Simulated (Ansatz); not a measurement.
Method: DFT PBE, scalar-relativistic, plane waves, PAW in Ansatz. Settings: cutoff 420 eV, Γ-centred meshes spaced at most about 0.3 Å⁻¹, and about 0.25 Å⁻¹ or finer for metals (2π included), Gaussian smearing. No spin polarisation.

Temperature and zero-point effects are left out.

Compare these two cells of Y₅N, each relaxed at this level.

A.

```yaml
crystal:
  lattice:
    - [5.65759, 0.00000, 0.00000]
    - [-2.82880, 4.89962, 0.00000]
    - [0.00000, 0.00000, 5.92318]
  atoms:
    - { symbol: Y, position: [0.66667, 0.33333, 0.75132] }
    - { symbol: Y, position: [0.00000, 0.00000, 0.00000] }
    - { symbol: Y, position: [0.66667, 0.33333, 0.24868] }
    - { symbol: Y, position: [0.33333, 0.66667, 0.24868] }
    - { symbol: Y, position: [0.33333, 0.66667, 0.75132] }
    - { symbol: N, position: [0.00000, 0.00000, 0.50000] }
```

B.

```yaml
crystal:
  lattice:
    - [6.17100, 0.00000, 0.00000]
    - [-3.08550, 5.34424, 0.00000]
    - [0.00000, 0.00000, 8.51481]
  atoms:
    - { symbol: Y, position: [0.00000, 0.00000, 0.74104] }
    - { symbol: Y, position: [0.00000, 0.00000, 0.25896] }
    - { symbol: Y, position: [0.50000, 0.00000, 0.50000] }
    - { symbol: Y, position: [0.00000, 0.50000, 0.50000] }
    - { symbol: Y, position: [0.50000, 0.50000, 0.50000] }
    - { symbol: N, position: [0.00000, 0.00000, 0.50000] }
```

Question: Which form is favoured at zero pressure, and by what margin per atom?

Answer: B is lower, by 212 meV/atom. A has space group P6/mmm (No. 191), 27.4 Å³/atom and no gap on its mesh; B has space group P6/mmm (No. 191), 46.8 Å³/atom and no gap. Counting Y atoms around N (those within 1.25 times the shortest such distance or 1.15 times the sum of covalent radii, 1.27 where that leaves under three; a plus sign parts nearer from farther groups), A has N 2+12 and B has N 2+6. The lower one is the more open, so pressure narrows the difference. Even the lower one lies +0.63 eV/atom against the reference forms of the elements (uncorrected), so neither is stable at this level. In A, Y on a site of symmetry 3m is surrounded by 2 Y at 2.95–2.98 Å, 3 Y at 3.27 Å, 3 Y at 3.58 Å and 3 N at 3.59 Å; Y on a site of symmetry 6/mmm has 2 N at 2.96 Å and 12 Y at 3.58 Å; N has 2 Y at 2.96 Å and 12 Y at 3.59 Å. In B, Y on a site of symmetry 6mm has 1 N at 2.05 Å, 6 Y at 3.71 Å and 1 Y at 4.10 Å; Y on a site of symmetry mmm is surrounded by 4 Y at 3.09 Å, 2 N at 3.09 Å and 4 Y at 3.71 Å; around N lie 2 Y at 2.05 Å and 6 Y at 3.09 Å. Both come from invented guesses.

Cells relaxed within their symmetry can be saddle points.
